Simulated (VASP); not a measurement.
Consider the following.

```
LiI
1.0
    0.00000     3.01000     3.01000
    3.01000     0.00000     3.01000
    3.01000     3.01000     0.00000
Li I
1 1
Direct
  0.00000   0.00000   0.00000
  0.50000   0.50000   0.50000
```

These are PBE GGA, VASP's PBE PAW potentials (set 64) (plane waves; VASP) values and carry that method's errors. Numerical set-up: 520 eV cut-off, 7×7×7 Γ-centred mesh, Gaussian smearing of 0.050 eV, potentials Li_sv I.

Unless said otherwise, spin-orbit coupling is left out, though it shifts the bands of the heavy elements here.

**Question.** Predict the energy per atom (σ→0), band gap (on the k-mesh) with the smallest direct gap where there is one.

**Answer.** 
- band gap (on the k-mesh): 4.26 eV
- smallest direct gap (on the k-mesh): 4.26 eV
- energy per atom (σ→0): -2.915 eV/atom

Total energies compare only between runs with the same potentials, cut-off and functional.

The compound is LiI in the rock salt structure. The cell was not relaxed at this level.
